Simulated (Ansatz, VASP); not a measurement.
## C: VASP beside Ansatz

Contents of INCAR:

```
PREC     = Accurate       # precision mode
ENCUT    = 520            # plane-wave cutoff, eV
EDIFF    = 1E-7           # SCF threshold, eV
ISMEAR   = 0              # smearing method
SIGMA    = 0.005          # smearing width, eV
LREAL    = False          # projectors in reciprocal space
LASPH    = True           # aspherical terms in the spheres
NELM     = 150            # most SCF steps
ALGO     = Normal         # electronic algorithm
ISIF     = 2              # what is computed and relaxed
LWAVE    = False          # write WAVECAR
LCHARG   = True           # write CHGCAR
ISPIN    = 2              # spin polarisation
MAGMOM   = 2              # initial moments
LORBIT   = 11             # projections on sites
GGA      = PE             # functional
LELF     = True           # ELF
LVHAR    = True         
NBANDS   = 12             # bands
ISYM     = 0
```

KPOINTS

```
regular mesh
0
Gamma
  1 1 1
```

POSCAR

```
C
1.0
   15.0000000000      0.0000000000      0.0000000000
    0.0000000000     15.5000000000      0.0000000000
    0.0000000000      0.0000000000     16.0000000000
C
1
Direct
    0.5000000000      0.5000000000      0.5000000000
```

Input for Ansatz:

```yaml
crystal:
  lattice:
    - [15.0, 0.0, 0.0]
    - [0.0, 15.5, 0.0]
    - [0.0, 0.0, 16.0]
  atoms:
    - { symbol: C, position: [0.5, 0.5, 0.5], spin: 2.0 }
  symmetry: { detect: false }
basis:
  ecutwfc: 420
kpoints:
  mp_grid: { grid: [1, 1, 1] }
hamiltonian:
  xc: pbe
scf:
  occupations: { method: gaussian, width: 0.005 }
output:
  forces: true
  eigenvalues: true
  populations: true
magnetization:
  spin_polarized: true
```

Alike in both runs: task single point; functional PBE; k mesh 1 × 1 × 1; occupations gaussian, width 0.005 eV; collinear spin.

|  | VASP | Ansatz |
| --- | --- | --- |
| version | VASP 6.6.1 | Ansatz 0.2.0 |
| potentials or method | VASP PAW PBE potentials, release 64 (C) | scalar-relativistic, plane waves, PAW |
| plane-wave cutoff (eV) | 520 | 420 |
| valence electrons in the cell | 4 | 4 |

Ansatz gave:

| Quantity | Value |
| --- | --- |
| gap on the k mesh at the Fermi level (eV) | 0.51 |
| least direct gap on the mesh (eV) | 0.51 |
| net moment per atom (μB) | 2.00 |
| size of the moment on the site where the two differ most (μB) | 2.00 |

Q: What did VASP give for the same quantities?

A: gap on the k mesh at the Fermi level (eV): 0.53; least direct gap on the mesh (eV): 0.53; net moment per atom (μB): 2.00; size of the moment on the site where the two differ most (μB): 0.99.

Site moments also hang on the region over which each program counts them. Ansatz warned: «negative_dielectric_reading».
